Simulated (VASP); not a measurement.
Crystal: In.

```
In
1.0
     3.33548    0.00000    0.00000
    -1.66774    2.88861    0.00000
     0.00000    0.00000    5.50914
In
2
Direct
  0.66667 0.33333 0.75000
  0.33333 0.66667 0.25000
```

This isn't the form of In at room conditions, which is tetragonal.

| Item | Value |
| --- | --- |
| Program | VASP 6.6.1 |
| Task | relaxation of cell and atoms |
| Functional | PBEsol |
| Potentials or basis | VASP PAW PBE potentials, release 64 (In_d) |
| Cutoff | 600 eV |
| k mesh | 8 × 8 × 4 |
| Occupations | fermi-dirac, width 0.05 eV |
| Spin | no spin polarisation |

At the start: pressure -1.3 GPa; volume 26.54 Å³/atom.

Question: Where does the relaxation end?

Answer: Over 15 steps the energy falls by 23.5 meV/atom and the volume is 26.03 Å³/atom (-1.9 %); space group P6_3/mmc (No. 194, to 0.05 Å).

The path:
| step | energy change (eV) | largest force (eV/Å) | pressure (GPa) | volume (Å³) |
| --- | --- | --- | --- | --- |
| 1 | 0.0000 | 0.0000 | -1.31 | 53.08 |
| 2 | -0.0121 | 0.0000 | -0.06 | 51.43 |
| 3 | -0.0137 | 0.0000 | 0.52 | 50.74 |
| 4 | -0.0221 | 0.0000 | 1.07 | 50.34 |
| 5 | -0.0290 | 0.0000 | 2.32 | 49.54 |
| 6 | -0.0295 | 0.0000 | 1.63 | 49.99 |
| 7 | -0.0317 | 0.0000 | 2.00 | 49.76 |
| 8 | -0.0377 | 0.0000 | 1.69 | 50.23 |
| 9 | -0.0388 | 0.0000 | 1.47 | 50.63 |
| 10 | -0.0442 | 0.0000 | 0.81 | 51.25 |
| 11 | -0.0467 | 0.0000 | -0.24 | 52.40 |
| 12 | -0.0469 | 0.0000 | -0.04 | 52.16 |
| 13 | -0.0469 | 0.0000 | -0.01 | 52.13 |
| 14 | -0.0470 | 0.0000 | -0.01 | 52.11 |
| 15 | -0.0470 | 0.0000 | 0.02 | 52.06 |

Final structure:
```
In
1.0
     3.21417    0.00000    0.00000
    -1.60708    2.78355    0.00000
     0.00000    0.00000    5.81852
In
2
Direct
  0.66667 0.33333 0.75000
  0.33333 0.66667 0.25000
```

Caveat: the PAW data sets were made with another functional, which shifts forces and pressure a little.
